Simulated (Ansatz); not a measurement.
# Cs (Fm-3m): compression over a wide range

An exercise on one series of results from a longer session: the logs are not shown, and one member is left open.

Method: DFT r²SCAN, scalar-relativistic, plane waves, PAW, in Ansatz 0.2.0.

### The system as given

Symmetry: Fm-3m, No. 225, cubic system. The conventional cell has a = 7.941 Å, b = 7.941 Å, c = 7.941 Å, α = 90.00°, β = 90.00°, γ = 90.00°.

Structure file:

```
Cs
1.0
     0.00000    3.97029    3.97029
     3.97029    0.00000    3.97029
     3.97029    3.97029    0.00000
Cs
1
Direct
  0.00000 0.00000 0.00000
```

An earlier run at r²SCAN left this cell at 125.169 Å³/atom and 0.00 GPa (10×10×10 mesh).

The first run:

Contents of input.yaml:

```yaml
crystal:
  lattice:
    - [0.0, 3.916629584, 3.916629584]
    - [3.916629584, 0.0, 3.916629584]
    - [3.916629584, 3.916629584, 0.0]
  atoms:
    - { symbol: Cs, position: [0.0, 0.0, 0.0] }
basis:
  ecutwfc: 500
  ecutrho_ratio: 4
kpoints:
  mp_grid: { grid: [10, 10, 10] }
hamiltonian:
  xc: r2scan
scf:
  occupations: { method: gaussian, width: 0.05 }
output:
  forces: true
  stress: true
  eigenvalues: true
```

Launch:

```
ansatz run input.yaml --threads 1 --pin off --max-ram 2560MiB --backend cpu --events-out ev --progress --plain --runs-dir out
```

Among the steps run: Volume × 0.96; Volume × 1.04; Volume × 0.92; Volume × 0.88; Volume × 0.84; Volume × 0.8.

One of the session's tables, all rows but one given; the rest of the session is left out.

| volume (Å³/atom) | energy above the lowest (meV/atom) | pressure (GPa) |
| --- | --- | --- |
| 100.135 | 38.1 | 0.6 |
| 105.142 | 22.7 | 0.4 |
| 110.149 | ? | ? |
| 115.155 | 4.8 | 0.2 |
| 120.162 | 1.1 | 0.1 |
| 125.169 | 0.0 | 0.0 |
| 130.176 | 1.2 | -0.1 |

Q: Estimate the row for volume (Å³/atom) = 110.149 from the others.

Worked estimate for «energy above the lowest (meV/atom)». A straight line through the neighbours (105.142, 22.7) and (115.155, 4.8) gives 22.7 + (4.8 − 22.7) × (110.149 − 105.142) / (115.155 − 105.142) = 13.7; a parabola fitted to 4 rows on both sides gives 11.8.

**Answer.** energy above the lowest (meV/atom): 11.8; pressure (GPa): 0.3. In «energy above the lowest (meV/atom)» the line misses by +1.9 and the parabola by 0.0.

To keep in mind: Other structures may be lower in enthalpy at these pressures.
